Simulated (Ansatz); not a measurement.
# Sc: pressure up to the limit of the methods

One table from this session's results is given with a row withheld; the runs are named, their logs left out.

Program: Ansatz 0.2.0. Level of theory: DFT PBE, with the methods named in each step. These are calculated values, not measurements.

### Starting point

It takes space group Fd-3m (No. 227, cubic). Conventional cell: a = 6.277 Å, b = 6.277 Å, c = 6.277 Å, α = 90.00°, β = 90.00°, γ = 90.00°. Sc (site symmetry -43m) is surrounded by 4 Sc at 2.72 Å.

Structure file:

```cif
data_structure
_symmetry_space_group_name_H-M 'P 1'
_symmetry_Int_Tables_number 1
_cell_length_a 4.4386
_cell_length_b 4.4386
_cell_length_c 4.4386
_cell_angle_alpha 60.000
_cell_angle_beta 60.000
_cell_angle_gamma 60.000
_cell_volume 61.84
loop_
_atom_site_label
_atom_site_type_symbol
_atom_site_fract_x
_atom_site_fract_y
_atom_site_fract_z
_atom_site_occupancy
Sc1 Sc 0.87500 0.87500 0.87500 1
Sc2 Sc 0.12500 0.12500 0.12500 1
```

Whether this phase is the stable one at these pressures isn't tested.

Atoms are numbered in the order of the input: Sc1, Sc2.

Set-up of the first run:

input.yaml

```yaml
crystal:
  lattice:
    - [0.0, 3.138591468, 3.138591468]
    - [3.138591468, 0.0, 3.138591468]
    - [3.138591468, 3.138591468, 0.0]
  atoms:
    - { symbol: Sc, position: [-0.125, -0.125, -0.125] }
    - { symbol: Sc, position: [0.125, 0.125, 0.125] }
kpoints:
  mp_grid: { grid: [12, 12, 12] }
scf:
  occupations: { method: fermi_dirac, width: 0.08 }
hamiltonian:
  xc: pbe
  pseudopotentials: { kind: paw }
output:
  forces: true
  stress: true
relax:
  f_tol: 0.005
  max_steps: 40
  cell: {}
```

Run with:

```sh
$ ansatz run input.yaml --threads 1 --pin off --max-ram 2048MiB --backend cpu --events-out ev --progress --plain --runs-dir out
```

Steps of the session up to this table: Cell relaxed at zero pressure, PAW; Volume scaled by 1, PAW; Volume scaled by 0.92, PAW; Volume scaled by 0.84, PAW; Volume scaled by 0.76, PAW; Volume scaled by 0.68, PAW; Volume scaled by 0.6, PAW; Volume scaled by 0.52, PAW; Volume scaled by 0.45, PAW; Volume scaled by 0.45, PAW (level accurate).

One table of the session follows, with a row left open; its other results are not shown here.

| method | volume over the first | volume (Å³/atom) | pressure (GPa) |
| --- | --- | --- | --- |
| PAW | 1 | 34.870 | 0.03 |
| PAW | 0.92 | 32.081 | 0.89 |
| PAW | 0.84 | 29.291 | 2.41 |
| PAW | 0.76 | 26.502 | 3.98 |
| PAW | 0.68 | 23.712 | 5.66 |
| PAW | 0.6 | 20.922 | 8.40 |
| PAW | 0.52 | 18.133 | 14.89 |
| PAW | 0.45 | 15.692 | 28.74 |
| PAW (level accurate) | 0.45 | ? | ? |

**Question.** Estimate the row for PAW (level accurate), 0.45.

**Answer.** volume (Å³/atom): 15.692; pressure (GPa): 28.81.
